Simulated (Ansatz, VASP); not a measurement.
**ZnSe (Stilleite): VASP beside Ansatz**

```xyz
2
Lattice="0.0000 2.8338 2.8338 2.8338 0.0000 2.8338 2.8338 2.8338 0.0000" Properties=species:S:1:pos:R:3 pbc="T T T"
Se    4.2507    4.2507    4.2507
Zn    0.0000    0.0000    0.0000
```

Alike in both runs: task single point; functional PBE; k mesh 11 × 11 × 11; occupations fermi-dirac, width 0.05 eV; no spin polarisation.

|  | VASP | Ansatz |
| --- | --- | --- |
| version | VASP 6.6.1 | Ansatz 0.2.0 |
| potentials or method | VASP PAW PBE potentials, release 64 (Se, Zn) | Ansatz PAW |
| plane-wave cutoff (eV) | 520 | 420 |
| valence electrons in the cell | 18 | 28 |

|  | VASP | Ansatz | Ansatz less VASP |
| --- | --- | --- | --- |
| gap on the k mesh at the Fermi level (eV) | 1.29 | 1.29 | -0.002 |
| least direct gap on the mesh (eV) | 1.29 | 1.29 | -0.002 |
| pressure (GPa) | 2.3 | 2.1 | -0.24 |

With one functional, cell and mesh, what is left measures potentials, basis and numerics. The two sets of potentials don't hold the same shells in valence.

Caveats: odd divisions of the mesh miss points on the zone boundary, where band edges often lie, so the gap on the mesh can be too wide (Ansatz). As with any semilocal functional, this PBE gap is likely too small.
